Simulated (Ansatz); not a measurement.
HgS

Method: PBE with spin–orbit coupling; two-component spinors; PAW, 420 eV, Γ-centred 10×10×10 mesh, 0.05 eV Gaussian smearing; code Ansatz; PAW files: Ansatz's generated set soft_2.

```
Hg S
1.0
     0.00000    2.98393    2.98393
     2.98393    0.00000    2.98393
     2.98393    2.98393    0.00000
Hg S
1 1
Direct
  0.00000 0.00000 0.00000
  0.75000 0.75000 0.75000
```

The chain of runs began from a cell as deposited in COD, expanded in volume.

The run above is the reference. The same cell was run again with other input settings; several of them aren't fit for production, so the rows show the settings' effect and aren't properties of the material.

```tsv
keys changed	outcome	ΔE (meV/atom)	P (GPa)	gap on the mesh (eV)	cell moment (μB)	largest force component (eV/Å)	SCF iterations	rough core-seconds	new warnings
none (reference)	converged	0.0	0.0	0.09	0.00 (no moment typed)	0.000	–	–	–
basis.ecutwfc: 420 → "300 eV"; kpoints.mp_grid.grid: [10, 10, 10] → [5, 5, 5]	converged	72.7	0.2	0.09	0.00 (no moment typed)	0.000	7	2.1	cutoff below recommended
scf.convergence.dr2_threshold: 1e-11; scf.mixing.algorithm: "msr1"; scf.mixing.beta: 0.3; scf.mixing.ndim: 8	converged	0.0	0.0	0.09	0.00 (no moment typed)	0.000	9	15	–
scf.occupations.method: "gaussian" → "cold"; scf.occupations.width: 0.05 → 0.005	converged	0.0	0.0	0.09	0.00 (no moment typed)	0.000	7	21	–
```

These changes also left energy (to 0.1 meV/atom), pressure, gap, moment and forces as in the reference: scf.occupations.width: 0.05 → null; scf.occupations.method: "gaussian" → "tetrahedron"; scf.n_extra_bands: 8.

ΔE is the energy with the smearing extrapolated to zero. It is left out where the change alters the Hamiltonian or the spin treatment. The varied runs start from atomic densities (corrected by the program's trained start where that serves), with the default search for lower states unless a row changes it.

Task: What happens with these changes: hamiltonian.xc: "pbe" → "lda"; scf.mixing.algorithm: "broyden"; scf.mixing.beta: 0.5?

Result: outcome converged, P (GPa) -5.0, gap on the mesh (eV) 0.09, cell moment (μB) 0.00 (no moment typed), largest force component (eV/Å) 0.000, SCF iterations 7, rough core-seconds 22.

Task: What happens with these changes: hamiltonian.xc: "pbe" → "lda"; hamiltonian.dispersion: "d4"?

Result: outcome converged, P (GPa) -7.1, gap on the mesh (eV) 0.09, cell moment (μB) 0.00 (no moment typed), largest force component (eV/Å) 0.000, SCF iterations 7, rough core-seconds 13, new warnings dispersion damping borrowed.

The pair part of a dispersion correction pulls inward (a three-body part mostly pushes out), and in metals and ionic crystals with large ions it often overbinds.

2 further runs (cut off, refused for memory, with changed atoms or starts, or in doubt) are left out. The relaxed cell is 6 % larger in volume than the cell of this structure in the Crystallography Open Database (25.05 Å³/atom, 1963).
